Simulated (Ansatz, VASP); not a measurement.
Re in VASP and in Ansatz

```xyz
1
Lattice="0.0000 1.9443 1.9443 1.9443 0.0000 1.9443 1.9443 1.9443 0.0000" Properties=species:S:1:pos:R:3 pbc="T T T"
Re    0.0000    0.0000    0.0000
```

This isn't the form of Re at room conditions, which is hcp.

Alike in both runs: task relaxation of cell and atoms; functional PBE; dispersion D3(BJ); k mesh 18 × 18 × 18; occupations gaussian, width 0.1 eV; no spin polarisation.

```csv
,VASP,Ansatz
version,VASP 6.6.1,Ansatz 0.2.0
potentials or method,"VASP PAW PBE potentials, release 64 (Re)","scalar-relativistic, plane waves, PAW"
plane-wave cutoff (eV),600,420
valence electrons in the cell,7,15
```

Ansatz gave:

```
gap on the k mesh at the Fermi level, each at its own relaxed structure (eV) : none
relaxed volume (Å³/atom)                                                     : 14.72
relaxed cell length with the largest relative difference (Å)                 : 2.751
```

Problem. Which values does VASP return?

Solution. gap on the k mesh at the Fermi level, each at its own relaxed structure (eV): none; relaxed volume (Å³/atom): 14.71; relaxed cell length with the largest relative difference (Å): 2.750.

A gap of «none» marks a metal or a gap that the smearing closes. The two sets of potentials don't hold the same shells in valence.

Caveats: pairwise dispersion overbinds metals, which lowers pressure and volume. The runs have no spin-orbit coupling, so splittings on Re are missing.
